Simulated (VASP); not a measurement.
# TePb: optical spectrum with PBE

**Experimental background.**

A printed reference work, monograph reports, for a bulk crystal of TePb at 4.2 K: band gap 0.19 eV (direct).

The system is TePb.

```
Te Pb
1.0
     0.00000    3.22185    3.22185
     3.22185    0.00000    3.22185
     3.22185    3.22185    0.00000
Te Pb
1 1
Direct
  0.50000 0.50000 0.50000
  0.00000 0.00000 0.00000
```

```json
{
  "Program": "VASP 6.6.1",
  "Task": "optical spectrum",
  "Functional": "PBE",
  "Potentials or basis": "VASP PAW PBE potentials, release 64 (Te, Pb_d)",
  "Cutoff": "520 eV",
  "k mesh": "8 × 8 × 8",
  "Occupations": "gaussian, width 0.03 eV",
  "Spin": "no spin polarisation",
  "Further INCAR settings": "ALGO = Fast; EDIFF = 1e-07; NBANDS = 42"
}
```

```json
{
 "Pressure": "2.5 GPa",
 "Band gap on the k mesh": "0.72 eV, direct"
}
```

Levels at points of the mesh, in eV from the valence-band top:
```
           k point  band 7  band 8  band 9  band 10  band 11  band 12  band 13  band 14
(0.00, 0.00, 0.00)   -5.58   -1.38   -1.38    -1.38     4.08     4.08     4.08     5.77
(0.50, 0.00, 0.00)   -8.64   -0.92   -0.92     0.00     0.72     1.25     1.25     8.40
(0.50, 0.50, 0.00)   -7.31   -4.57   -2.85    -2.85     3.25     5.50     5.50     6.76
```

Dielectric function (mean over the directions given):
```csv
energy (eV),real part,imaginary part
0.26,31.07,0.48
0.68,34.91,3.13
1.20,49.22,15.31
1.71,62.91,60.38
2.22,-23.71,42.79
2.73,-18.90,16.35
3.25,-9.81,11.79
3.76,-9.35,6.10
4.27,-5.92,3.05
4.78,-3.05,1.56
5.30,-0.21,3.43
5.81,-0.85,3.31
6.32,-2.04,4.79
6.84,-2.28,3.96
7.26,-2.59,4.67
7.78,-2.75,3.00
8.29,-1.88,1.93
8.80,-1.18,1.75
9.31,-1.24,1.83
9.83,-1.54,1.65
10.34,-1.23,1.47
10.85,-1.00,0.93
11.36,-0.67,0.92
11.88,-0.74,0.61
12.39,-0.33,0.80
12.90,-0.42,0.50
13.41,-0.35,0.48
13.84,-0.11,0.47
14.35,-0.09,0.30
14.87,0.11,0.35
15.38,0.09,0.36
15.89,0.21,0.30
16.41,0.27,0.22
16.92,0.36,0.18
17.43,0.51,0.15
17.94,0.74,0.40
18.46,0.30,0.62
18.97,0.53,0.43
19.48,0.41,0.43
19.99,0.46,0.37
```

Run time: 37 s on 1 thread of Intel(R) Xeon(R) 6975P-C (Granite Rapids) (shared host), peak memory 0.28 GiB.

A measured gap of TePb is 0.19 eV (direct; 4.2 K; a printed reference work, monograph); the calculated 0.72 eV misses it by +0.53 eV. Spin-orbit coupling on Pb, Te is left out. The value is that of PBE on a finite k mesh, which can miss the band edges, without temperature or zero-point motion.

Caveat: spectra need much finer meshes, so this one isn't converged; independent-particle spectra lack excitons; spin-orbit coupling is left out, which as a rule narrows the gap of such compounds by several tenths of an eV.
